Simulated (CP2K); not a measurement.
Sn:

```
Sn
1.0
     4.45495    0.00000    0.00000
    -3.30667    2.98538    0.00000
    -0.57414   -1.49269    4.15799
Sn
2
Direct
  0.00000 0.00000 0.00000
  0.75000 0.25000 0.50000
```

Program: CP2K 2026.2. Alike in all runs: task band structure; potentials or basis POTENTIAL_UZH Sn GTH-PBE-q4; TZVP-MOLOPT-PBE-GTH basis; no spin polarisation; cell as given; k mesh 9 × 9 × 9; smearing fermi-dirac 0.05 eV.

Q: Order these runs on this cell by their pressure, lowest first.
A. level HLE17
B. level vdW-DF2; cutoff of the non-local correlation (Ry) 300
C. level PBEsol
D. level rev-vdW-DF2; cutoff of the non-local correlation (Ry) 300

A: A (-1.0 GPa), C (1.8 GPa), D (3.4 GPa), B (7.1 GPa).

Caveats: the potentials were made for another functional, which shifts forces and pressure; the basis of atomic orbitals isn't converged, which shifts pressures, moduli and gaps; the potentials were made for a functional far from this one (some runs).
